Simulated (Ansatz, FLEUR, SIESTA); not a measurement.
## C: programs and potentials compared

```xyz
12
Lattice="2.5221 0.0000 0.0000 -1.2611 2.1842 0.0000 0.0000 0.0000 12.3557" Properties=species:S:1:pos:R:3 pbc="T T T"
C     1.2611    0.7281    4.3760
C     0.0000    1.4561   10.5539
C     1.2611    0.7281    1.8018
C     0.0000    1.4561    7.9797
C     1.2611    0.7281    5.9205
C     0.0000    1.4561   12.0983
C     1.2611    0.7281    0.2574
C     0.0000    1.4561    6.4352
C     0.0000    0.0000   10.0390
C     0.0000    0.0000    3.8612
C     0.0000    0.0000    8.4945
C     0.0000    0.0000    2.3167
```

Alike in all runs: task band structure; functional LDA; k mesh 12 × 12 × 3; occupations fermi-dirac, width 0.05 eV; no spin polarisation; no spin-orbit coupling. LDA stands for any of its common fits. Pressure is positive in compression and, in plane waves, holds the error of the finite cutoff, which Ansatz's Pulay term estimates and takes out. Gaps are the smaller of the mesh's and the band path's.

| program and potentials | plane-wave cutoff (eV) | notes | band gap (eV) | pressure (GPa) | largest force (eV/Å) |
| --- | --- | --- | --- | --- | --- |
| Ansatz, Ansatz PAW | 420 | potentials made for PBE, which Ansatz adapts in part; Pulay term of +1.32 GPa included | 4.34 | -12.75 | 0.337 |
| FLEUR, all-electron, FLAPW | - | - | 4.33 | - | - |
| SIESTA, files PseudoDojo sr-lda-0.4.1-standard, DZP (energy shift 0.002 Ry) | - | atomic basis | 4.47 | -3.08 | 0.348 |

Force on atom 9 (C), eV/Å:

```json
{"program and potentials": "Ansatz, Ansatz PAW", "x": "0.000", "y": "0.000", "z": "0.337"}
{"program and potentials": "SIESTA, files PseudoDojo sr-lda-0.4.1-standard, DZP (energy shift 0.002 Ry)", "x": "0.000", "y": "0.000", "z": "0.348"}
```

The band gap spans 4.33 (FLEUR, all-electron, FLAPW) to 4.47 eV (SIESTA, files PseudoDojo sr-lda-0.4.1-standard, DZP (energy shift 0.002 Ry)), with all-electron results at 4.33. The pressure spans -12.75 (Ansatz, Ansatz PAW) to -3.08 GPa (SIESTA, files PseudoDojo sr-lda-0.4.1-standard, DZP (energy shift 0.002 Ry)). The paths' points differ, which is worth about 0.01 eV. Rows in atomic bases carry the error of their basis and grid, which can be large.

The functional is the same throughout but for its coding, so the spread measures potentials, basis and numerics; runs on potential files found faulty are left out.

The cell is a diamond polytype of mixed cubic and hexagonal stacking, and its wide gap separates bonding from antibonding states of the sp3 network. Ansatz reproduces the all-electron gap almost exactly, while SIESTA lies slightly higher. All three values probably fall well below the true quasiparticle gap, as is usual for Kohn-Sham gaps from a local functional.

Both pressures are negative, so the lattice would contract, in line with LDA's known overbinding. Its size is much less certain than its sign: the gap between -12.75 and -3.08 GPa probably reflects mainly the limited flexibility of the DZP orbitals.

The forces agree far better. On atom 9 the force points away from its partner along c, lengthening a bond whose neighbouring bonds are eclipsed, as expected from the repulsion between them at a hexagonal layer. The equal bond lengths of ideal tetrahedra are therefore not the LDA minimum. Close agreement in the gap does not carry over to the equation of state, for which the table offers no all-electron reference.
